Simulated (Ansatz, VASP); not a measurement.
One calculation of N, two programs

```
N
1.0
     6.03248    0.00000    0.00000
     0.00000    6.03248    0.00000
     0.00000    0.00000    6.03248
N
8
Direct
  0.05262 0.05262 0.05262
  0.44738 0.94738 0.55262
  0.55262 0.44738 0.94738
  0.94738 0.55262 0.44738
  0.94738 0.94738 0.94738
  0.55262 0.05262 0.44738
  0.44738 0.55262 0.05262
  0.05262 0.44738 0.55262
```

Alike in both runs: functional PBEsol; k mesh 3 × 3 × 3; occupations fermi-dirac, width 0.05 eV; no spin polarisation.

Ansatz relaxed the structure, and its values are those at the end. VASP's run is a single point on that final structure, the one shown.

|  | VASP | Ansatz |
| --- | --- | --- |
| version | VASP 6.6.1 | Ansatz 0.2.0 |
| potentials or method | VASP PAW PBE potentials, release 64 (N) | plane waves (420 eV) with PAW, scalar-relativistic |
| plane-wave cutoff (eV) | 520 | 420 |
| valence electrons in the cell | 40 | 40 |

```tsv
	VASP	Ansatz	Ansatz less VASP
gap on the k mesh at the Fermi level (eV)	7.59	7.64	+0.045
pressure (GPa)	1.8	0.0	-1.80
rms of the force components (eV/Å)	1.080	0.001	-1.0793
```

One of these differences is far larger than is usual between the two programs; its cause wasn't traced. Ansatz warned: «pseudo_functional_mismatch».

Caveats: the standard files for N, O and F lose accuracy on very short bonds; the PAW data sets were made with another functional, which shifts forces and pressure a little (VASP); an odd mesh through Γ misses points on the zone boundary, where band edges often lie. Expect the measured gap to be larger: semilocal functionals such as PBEsol lack the derivative discontinuity.
